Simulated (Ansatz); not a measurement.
Computed energy against volume: GeO2 (rutile)

GeO2 (rutile)

```
GeO2
1.0
    4.41054     0.00000     0.00000
    0.00000     4.41054     0.00000
    0.00000     0.00000     2.87016
Ge O
2 4
Direct
  0.00000   0.00000   0.00000
  0.50000   0.50000   0.50000
  0.30600   0.30600   0.00000
  0.80600   0.19400   0.50000
  0.19400   0.80600   0.50000
  0.69400   0.69400   0.00000
```

This relaxed cell (volume V₀) is scaled evenly in all directions, its shape held. The atoms relax within the cell's symmetry.

Computed with r2SCAN (plane waves to 500 eV, PAW, scalar-relativistic; Ansatz, a program for electronic structure). k mesh 8×8×11 (Γ-centred), Fermi-Dirac smearing 0.05 eV. E stands for the smeared free energy. Compression counts positive. With the shape held, the modulus is that of even scaling; a crystal free to change shape is softer. GeO2 was relaxed with its symmetry unable to fall. ΔE is measured from the relaxed starting cell.

| V/V₀ | ΔE (kJ/mol of atoms) | P (GPa) |
|---|---|---|
| 0.900 | 8.88 | 35.1 |
| 0.920 | 5.45 | 26.4 |
| 0.940 | 2.94 | 18.6 |
| 0.960 | 1.26 | 11.7 |
| 0.980 | 0.30 | 5.5 |
| 1.000 | 0.00 | 0.0 |
| 1.020 | 0.28 | -4.9 |
| 1.040 | 1.07 | -9.2 |
| 1.060 | 2.33 | -13.0 |
| 1.080 | 3.98 | -16.4 |
| 1.100 | 6.00 | -19.4 |

Read from the data:

```
Quantity                                                                       Value
---------------------------------------------------------------------  -------------
Pressure at the smallest volume                                             35.1 GPa
Energy cost of the largest compression                                 92.1 meV/atom
Energy cost of the largest expansion                                   62.2 meV/atom
Bulk modulus at fixed cell shape B₀ (third-order Birch-Murnaghan fit)        258 GPa
Pressure derivative B₀′ (fit)                                                    4.8
Equilibrium volume of the fit                                           9.31 Å³/atom
Pressure for 5 % compression (fit)                                          15.0 GPa
```

The 11 points together took around 8 core-minutes (rough).

(Under strain, the slope of the energy per volume gives the stress and its curvature an elastic modulus.)
